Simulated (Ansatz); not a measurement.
## BaTiO₃: the change of largest V_zz and pressure with volume scale

All results are calculated (Ansatz 0.2.0). Periodic Kohn-Sham DFT of a crystal at fixed atoms, scaled to volume_scale times the given cell; pressure positive in compression, energy less spherical unpolarised free atoms, largest_vzz the field gradient of largest size among the nuclei.

The cell before it is scaled or strained (space group P4mm, No. 99):
```
cell vectors (Å)
   3.9998     0.0000     0.0000
   0.0000     3.9998     0.0000
   0.0000     0.0000     4.0180
atoms (fractions of the cell vectors)
Ba  0.00000  0.00000  0.00000
Ti  0.50000  0.50000  0.48200
O   0.50000  0.50000  0.01600
O   0.50000  0.00000  0.51500
O   0.00000  0.50000  0.51500
```

Settings of every row: method frozen-core PAW; functional PBE; relativity scalar; k mesh 7x7x7; filling fermi-dirac; smearing width 0.08 eV; wave cutoff 420 eV; paw set soft_2.

Atom start moment: 0 on all atoms.

Limits: field gradient without spin-orbit coupling on heavy atoms; no spin-orbit coupling on heavy atoms.

```csv
row,volume scale,V (Å³/atom),largest V_zz (1e21 V/m^2),pressure (GPa)
1,0.94,12.085,2.289,14.902
2,0.96,12.342,2.47,10.37
3,0.98,12.599,?,?
4,0.99,12.728,2.728,4.434
5,1,12.856,2.812,2.66
6,1.01,12.985,2.892,0.979
7,1.02,13.113,2.973,-0.614
8,1.04,13.371,3.129,-3.552
9,1.06,13.628,3.282,-6.188
```

Question: what largest V_zz and pressure should row 3 give?

Worked fit of largest V_zz. Take t = volume scale − 1. The shown rows have t = -0.06, -0.04, -0.01, 0, 0.01, 0.02, 0.04, 0.06. Least squares give largest V_zz = 2.811 + 8.262 × t − 7.1 × t² 1e21 V/m^2; a straight line predicts inner rows, each left out in turn, worse (root mean square 0.0085 against 0.0011 1e21 V/m^2). The rows lie off it by -0.001, 0.001, 0.000, 0.001, -0.001, 0.000, -0.001, 0.001. The withheld row has t = -0.02, so the fit gives 2.811 + 8.262 × (-0.02) − 7.1 × (-0.02)² = 2.643 1e21 V/m^2.

The calculation gave 2.643 1e21 V/m^2. The fit meets it to the printed digit.

Worked fit of pressure. Take u = (V_r/V)^(2/3) − 1 with V_r = 12.921 Å³ an atom, which is twice the finite (Eulerian) strain; such expansions in the strain, on which the Birch-Murnaghan equation of state is built, carry the rest volume and the bulk modulus. The shown rows have u = 0.0456, 0.03104, 0.01008, 0.00337, -0.00329, -0.00979, -0.02256, -0.03489. Least squares give pressure = 1.8019 + 253.266 × u + 717.28 × u² + 620 × u³ GPa; a parabola predicts inner rows, each left out in turn, worse (root mean square 0.011 against 0.006 GPa). The rows lie off it by 0.001, -0.003, 0.006, -0.004, 0.003, -0.005, 0.002, 0.000 (root mean square 0.0035 GPa). The pressure vanishes at u = -0.0073, or V = 13.06 Å³ an atom, and there the bulk modulus at fixed shape and fractions is B = −V dP/dV = (2/3)(1 + u) dP/du = 161 GPa. Letting shape and atoms relax would as a rule lower it, by much in layered, chain or molecular crystals. The withheld row has u = 0.01697, so the fit gives 1.8019 + 253.266 × (0.01697) + 717.28 × (0.01697)² + 620 × (0.01697)³ = 6.309 GPa.

The calculation gave 6.305 GPa. The fit lies 0.004 GPa (0.019 % of the column's range) above it; its largest miss of a shown row is 0.006 GPa.
